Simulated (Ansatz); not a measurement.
# TiAl3 (I4/mmm) in Ansatz: notebook

Runs on TiAl3. Level: PBEsol. Tasks: single point, equation of state.

All numbers are computed with Ansatz 0.2.0; they aren't measurements. Logs are shortened: lines on timing, memory, paths and dates and some standing lists are left out, and cuts for length are marked.

## Step 1: The crystal as given

It takes space group I4/mmm (No. 139, tetragonal). The conventional cell has a = 3.822 Å, b = 3.822 Å, c = 8.561 Å, α = 90.00°, β = 90.00°, γ = 90.00°. Around Ti (site symmetry 4/mmm) lie 12 Al at 2.70 to 2.87 Å. Around Al (site symmetry -4m2) lie 8 Al at 2.70 to 2.87 Å and 4 Ti at 2.87 Å. Al (site symmetry 4/mmm) has 4 Ti at 2.70 Å and 8 Al at 2.87 Å as nearest neighbours.

The cell comes from a database or a generator and needn't be the stable form of this composition.

## Step 2: Single point, PBEsol, 14.70 Å³/atom (volume scaled by 0.94)

The input, input.yaml:

```yaml
crystal:
  lattice:
    - [-1.8720936454, 1.8720936454, 4.1932836873]
    - [1.8720936454, -1.8720936454, 4.1932836873]
    - [1.8720936454, 1.8720936454, -4.1932836873]
  atoms:
    - { symbol: Ti, position: [0.0, 0.0, 0.0] }
    - { symbol: Al, position: [0.25, 0.75, 0.5] }
    - { symbol: Al, position: [0.75, 0.25, 0.5] }
    - { symbol: Al, position: [0.5, 0.5, 0.0] }
hamiltonian:
  xc: pbesol
  pseudopotentials: { kind: paw }
kpoints:
  mp_grid: { grid: [10, 10, 10] }
scf:
  occupations: { method: fermi_dirac, width: 0.05 }
output:
  forces: true
  stress: true
  eigenvalues: true
```

Potentials or basis: Ansatz PAW.

Launch:

```bash
> ansatz run input.yaml --threads 2 --pin off --max-ram 5632MiB --backend cpu --events-out ev --progress --plain --runs-dir out
```

Standard output:

```text
Warning: RAYON_NUM_THREADS=2 ignored (pool sized by the plan → 2); use --threads N
Engine: ansatz 0.2.0, x86_64-unknown-linux-gnu
Pseudopotentials: kind: paw
Pseudopotential: Ti, paw, valence charge 12, recommended cutoff 420 eV (normal), Ti.paw.azcp
Pseudopotential: Al, paw, valence charge 3, recommended cutoff 420 eV (normal), Al.paw.azcp
Functional definition: PBEsol
  exchange = pbesol_x
  correlation = pbesol_c
Crystal: 4 atoms, lattice volume = 58.785 Å³
Basis set: ecut = 420 eV, 1163 PW (Γ), exchange–correlation on 72×72×72 points (8 copies of the dense FFT grid, shifted against one another)
Bands: 15, of which v1, the nominal top of the filled ones, is band 11 counted from 1 (10 counted from 0)
Symmetry: 16 space group operations
Space group: I4/mmm (ITA 139), of the structure as read, at distance tolerance 3.9e-5 Å
k-points: 102 of 1000
Non-local potential: Ti, projectors of the file, l = 0: 3, l = 1: 2, l = 2: 3, l = 3: 1
Non-local potential: Al, projectors of the file, l = 0: 2, l = 1: 2, l = 2: 1
PAW form: soft (Blöchl's): semilocal exchange-correlation on the pseudo side does not see the compensation charge
PAW frozen core: Ti, regenerated for the run's functional, and the local potential with it (the file was generated under x = pbe(κ = 0.804, μ = 0.2195149727645171), c = pbe(β = 0.06672455060314922))
PAW frozen core: Al, regenerated for the run's functional, and the local potential with it (the file was generated under x = pbe(κ = 0.804, μ = 0.2195149727645171), c = pbe(β = 0.06672455060314922))
PAW one-centre angular grid: Ti, 590 points (default); XC on 64 Gauss nodes
PAW one-centre angular grid: Al, 110 points (default); XC on 64 Gauss nodes
Initial density: superposition of atomic densities (neutral atoms: chi_scale 0, normalization atom), corrected by the library's trained network
Initial wavefunctions: pseudopotential atomic-orbital guess
Functional: x = pbesol(κ = 0.804, μ = 0.12345679012345678), c = pbesol(β = 0.046)
SCF iter   1: F=—  HF=-4049.095130 eV  |F-HF|=—  |Δ(HF+E_count)|=         —  Δρ=5.18e-3  dr2=1.63e-2  ethr=1.77e-3  ⟨swp⟩=5.7  Hψ=9049  notcnv=0
preconditioner: auto → Kerker (q_TF=auto, 2.298 Å⁻¹)  [metal: Δε(μ)=0.013 eV  Ē_g=5.826 eV  σ=0.050 eV  W_gap=0.06  n_scr=10 (ndim 8)  ℏωp=17.5 eV  f_vac=0.000  D(μ)=1.53/eV (n_scr^D=10)]
SCF iter   2: F=—  HF=-4049.092116 eV  |F-HF|=—  |Δ(HF+E_count)|=   3.01e-3  Δρ=2.07e-3  dr2=2.54e-3  ethr=7.74e-5  ⟨swp⟩=2.0  Hψ=2760  notcnv=0
SCF iter   3: F=—  HF=-4049.091624 eV  |F-HF|=—  |Δ(HF+E_count)|=   4.92e-4  Δρ=4.35e-4  dr2=1.55e-4  ethr=1.21e-5  ⟨swp⟩=2.2  Hψ=2157  notcnv=0
SCF iter   4: F=—  HF=-4049.091586 eV  |F-HF|=—  |Δ(HF+E_count)|=   3.79e-5  Δρ=4.81e-5  dr2=1.81e-6  ethr=7.38e-7  ⟨swp⟩=2.2  Hψ=2045  notcnv=0
SCF iter   5: F=—  HF=-4049.091593 eV  |F-HF|=—  |Δ(HF+E_count)|=   6.18e-6  Δρ=1.21e-5  dr2=7.19e-8  ethr=8.64e-9  ⟨swp⟩=2.3  Hψ=2265  notcnv=0
SCF iter   6: F=-4049.091593 eV  HF=-4049.091593 eV  |F-HF|=1.42e-9  |Δ(HF+E_count)|=   6.71e-9  Δρ=2.14e-6  dr2=2.75e-9  ethr=3.42e-10  ⟨swp⟩=2.0  Hψ=4692  notcnv=0
SCF 1 converged in 6 iterations: F = -4049.091593 eV  dr2 = 2.75e-9
SCF converged after 6 iterations
Free energy (F): -4049.091593 eV
Harris-Foulkes:  -4049.091593 eV  (|F-HF|=1.42e-9)
Internal energy: -4049.078823 eV  (E = F + TS)
E sigma→0 (E₀):  -4049.085208 eV
Entropy (-TS):   -0.012770 eV (-3.192 meV/atom)
Fermi energy:    10.346445 eV
--- Per-component energies (eV) ---
  E_band       = -135.027845
  E_kinetic    = 349.044109
  E_local      = -1158.976922  (includes V_loc(G=0)·N_el)
  E_nonlocal   = 42.616169
  E_hartree    = 514.646572
  E_xc         = -218.472502
  E_vxc        = -213.570594  (∫ρ·V_xc dr)
  E_paw        = -2388.456471  (= ΣΔE_a)
  E_vpaw       = -183.435436  (= ΣTr[D̂ρ^β])
  E_aug_tail   = 0.000106  (compensation charges beyond the density's cutoff)
  E_ewald      = -1189.676685
  E_core_change = 0.196801  (= ΣΔE_core)
  E_smearing   = -0.012770  (= −TS)
  E_closure    = 0.000000  (closes the sum)
  Σ components = -4049.091593   (vs F -4049.091593, Δ=0.00e0)
--- Forces (eV/Å), atoms counted from 1 ---
  atom   1  Ti     0.00000000     0.00000000     0.00000000
  atom   2  Al     0.00000000     0.00000000     0.00000000
  atom   3  Al     0.00000000     0.00000000     0.00000000
  atom   4  Al     0.00000000    -0.00000000     0.00000000
  max |Σ_I F_I| component: 6.94e-18 eV/Å
--- Stress (GPa, compression-positive) ---
        7.326954       0.000000       0.000000
        0.000000       7.326954      -0.000000
        0.000000      -0.000000       6.947557
  P = ⅓ Tr σ = 7.2005 GPa (72.005 kbar)
--- Band table (eV; the first three rows and the last of 102) ---
  k-point 0: bands = ["-45.6479", "-22.0930", "-22.0930", "-22.0164", "-0.0863", "7.4278", "7.6475", "8.7949", "9.0589", "9.0589", "11.2488", "12.2384", "12.2384", "12.5913", "13.2404"]
  k-point 1: bands = ["-45.6475", "-22.0967", "-22.0961", "-22.0159", "0.1327", "7.4880", "7.6116", "8.4959", "8.5990", "9.0915", "10.3920", "12.3846", "12.4504", "12.4873", "13.6680"]
  k-point 2: bands = ["-45.6466", "-22.1059", "-22.1041", "-22.0146", "0.7773", "7.1377", "7.4887", "8.0493", "8.2127", "9.0494", "9.1197", "12.3771", "12.6413", "12.7264", "13.8974"]
  k-point 101: bands = ["-45.6478", "-22.0933", "-22.0933", "-22.0210", "1.6175", "2.5368", "8.2284", "9.4622", "9.4622", "10.0739", "11.0819", "11.0819", "11.3862", "13.5312", "15.6898"]
```

Run time: 0.93 s. Hardware: 2 threads of AMD EPYC 9R45 (Zen 5), shared host; peak memory 0.46 GiB.

What came out:

```yaml
Free_energy: -4049.0916 eV
Pressure: 7.2 GPa
Band_gap_on_the_k_mesh: none (metal or under the smearing width)
```

Caveat: the PAW data sets come from PBE, with cores solved anew for the run's functional, which leaves a small shift of forces and pressure.

## Step 3: Single point, PBEsol, 15.01 Å³/atom (volume scaled by 0.96)

Changes to input.yaml since step 2:

```diff
@@ -2,5 +2,5 @@
   lattice:
-    - [-1.8720936454, 1.8720936454, 4.1932836873]
-    - [1.8720936454, -1.8720936454, 4.1932836873]
-    - [1.8720936454, 1.8720936454, -4.1932836873]
+    - [-1.8852778379, 1.8852778379, 4.2228148271]
+    - [1.8852778379, -1.8852778379, 4.2228148271]
+    - [1.8852778379, 1.8852778379, -4.2228148271]
   atoms:
@@ -21 +21,5 @@
   eigenvalues: true
+  write_density: true
+  write_potential: true
+  elf: true
+  volumetric_format: npy
```

Potentials or basis: Ansatz PAW.

Launch:

```bash
> ansatz run input.yaml --threads 2 --pin off --max-ram 5632MiB --backend cpu --events-out ev --progress --plain --runs-dir out
```

Run time: 1.2 s. Hardware: 2 threads of AMD EPYC 9R45 (Zen 5), shared host; peak memory 0.47 GiB.

Results (log left out):

```
Free energy            : -4049.1366 eV
Pressure               : 4.4 GPa
Band gap on the k mesh : none (metal or under the smearing width)
```

Caveat: the PAW data sets come from PBE, with cores solved anew for the run's functional, which leaves a small shift of forces and pressure.

## Step 4: Single point, PBEsol, 15.32 Å³/atom (volume scaled by 0.98)

Changes to input.yaml since step 3:

```diff
@@ -2,5 +2,5 @@
   lattice:
-    - [-1.8852778379, 1.8852778379, 4.2228148271]
-    - [1.8852778379, -1.8852778379, 4.2228148271]
-    - [1.8852778379, 1.8852778379, -4.2228148271]
+    - [-1.8982801649, 1.8982801649, 4.2519386083]
+    - [1.8982801649, -1.8982801649, 4.2519386083]
+    - [1.8982801649, 1.8982801649, -4.2519386083]
   atoms:
```

Launch:

```bash
> ansatz run input.yaml --threads 2 --pin off --max-ram 5632MiB --backend cpu --events-out ev --progress --plain --runs-dir out
```

Run time: 1.2 s. Hardware: 2 threads of AMD EPYC 9R45 (Zen 5), shared host; peak memory 0.41 GiB.

It converged, with:

```yaml
Free_energy: -4049.1606 eV
Pressure: 1.8 GPa
Band_gap_on_the_k_mesh: none (metal or under the smearing width)
```

Caveat: the PAW data sets come from PBE, with cores solved anew for the run's functional, which leaves a small shift of forces and pressure.

## Step 5: Single point, PBEsol, 15.63 Å³/atom

Changes to input.yaml since step 4:

```diff
@@ -2,5 +2,5 @@
   lattice:
-    - [-1.8982801649, 1.8982801649, 4.2519386083]
-    - [1.8982801649, -1.8982801649, 4.2519386083]
-    - [1.8982801649, 1.8982801649, -4.2519386083]
+    - [-1.9111067713, 1.9111067713, 4.2806687947]
+    - [1.9111067713, -1.9111067713, 4.2806687947]
+    - [1.9111067713, 1.9111067713, -4.2806687947]
   atoms:
```

Launch:

```bash
> ansatz run input.yaml --threads 2 --pin off --max-ram 5632MiB --backend cpu --events-out ev --progress --plain --runs-dir out
```

Wall time 1.3 s (2 threads of AMD EPYC 9R45 (Zen 5), shared host); peak memory 0.44 GiB.

It converged, with:

* Free energy: -4049.1657 eV
* Pressure: -0.5 GPa
* Band gap on the k mesh: none (metal or under the smearing width)

Caveat: the PAW data sets come from PBE, with cores solved anew for the run's functional, which leaves a small shift of forces and pressure.

## Step 6: Single point, PBEsol, 15.95 Å³/atom (volume scaled by 1.02)

Changes to input.yaml since step 5:

```diff
@@ -2,5 +2,5 @@
   lattice:
-    - [-1.9111067713, 1.9111067713, 4.2806687947]
-    - [1.9111067713, -1.9111067713, 4.2806687947]
-    - [1.9111067713, 1.9111067713, -4.2806687947]
+    - [-1.9237634764, 1.9237634764, 4.3090184209]
+    - [1.9237634764, -1.9237634764, 4.3090184209]
+    - [1.9237634764, 1.9237634764, -4.3090184209]
   atoms:
```

Potentials or basis: Ansatz PAW.

Launch:

```bash
> ansatz run input.yaml --threads 2 --pin off --max-ram 5632MiB --backend cpu --events-out ev --progress --plain --runs-dir out
```

Run time: 1.3 s. Hardware: 2 threads of AMD EPYC 9R45 (Zen 5), shared host; peak memory 0.45 GiB.

Results (log left out):

```yaml
Free_energy: -4049.1536 eV
Pressure: -2.6 GPa
Band_gap_on_the_k_mesh: none (metal or under the smearing width)
```

Caveat: the PAW data sets come from PBE, with cores solved anew for the run's functional, which leaves a small shift of forces and pressure.

## Step 7: Single point, PBEsol, 16.26 Å³/atom (volume scaled by 1.04)

Changes to input.yaml since step 6:

```diff
@@ -2,5 +2,5 @@
   lattice:
-    - [-1.9237634764, 1.9237634764, 4.3090184209]
-    - [1.9237634764, -1.9237634764, 4.3090184209]
-    - [1.9237634764, 1.9237634764, -4.3090184209]
+    - [-1.936255797, 1.936255797, 4.336999844]
+    - [1.936255797, -1.936255797, 4.336999844]
+    - [1.936255797, 1.936255797, -4.336999844]
   atoms:
```

Launch:

```bash
> ansatz run input.yaml --threads 2 --pin off --max-ram 5632MiB --backend cpu --events-out ev --progress --plain --runs-dir out
```

Wall time 1.3 s (2 threads of AMD EPYC 9R45 (Zen 5), shared host); peak memory 0.45 GiB.

It converged, with:

```
Free energy            : -4049.1261 eV
Pressure               : -4.5 GPa
Band gap on the k mesh : none (metal or under the smearing width)
```

Caveat: the PAW data sets come from PBE, with cores solved anew for the run's functional, which leaves a small shift of forces and pressure.

## Step 8: Single point, PBEsol, 16.57 Å³/atom (volume scaled by 1.06)

Changes to input.yaml since step 7:

```diff
@@ -2,5 +2,5 @@
   lattice:
-    - [-1.936255797, 1.936255797, 4.336999844]
-    - [1.936255797, -1.936255797, 4.336999844]
-    - [1.936255797, 1.936255797, -4.336999844]
+    - [-1.948588969, 1.948588969, 4.3646247916]
+    - [1.948588969, -1.948588969, 4.3646247916]
+    - [1.948588969, 1.948588969, -4.3646247916]
   atoms:
@@ -21,5 +21 @@
   eigenvalues: true
-  write_density: true
-  write_potential: true
-  elf: true
-  volumetric_format: npy
```

Launch:

```bash
> ansatz run input.yaml --threads 2 --pin off --max-ram 5632MiB --backend cpu --events-out ev --progress --plain --runs-dir out
```

It took 1.2 s on 2 threads of AMD EPYC 9R45 (Zen 5), shared host; peak memory 0.45 GiB.

It converged, with:

```
Free energy            : -4049.0846 eV
Pressure               : -6.2 GPa
Band gap on the k mesh : none (metal or under the smearing width)
```

Caveat: the PAW data sets come from PBE, with cores solved anew for the run's functional, which leaves a small shift of forces and pressure.

## Step 9: Equation of state, PBEsol

Potentials or basis: Ansatz PAW.

This step only gathers the single runs of the series.

Results:

| Property | Result |
| --- | --- |
| Equilibrium volume | 15.57 Å³/atom |
| Bulk modulus at fixed shape and positions | 112 GPa |
| Pressure derivative of the bulk modulus | 4.1 |

Energy against volume, from the lowest point:
```csv
volume (Å³/atom),energy (meV/atom)
14.696,18.52
15.009,7.27
15.322,1.27
15.634,0.00
15.947,3.02
16.260,9.90
16.572,20.28
```

Caveat: the cell was scaled at fixed shape and fractional positions, which overstates the stiffness of a crystal with free parameters, most of all of layers and chains.
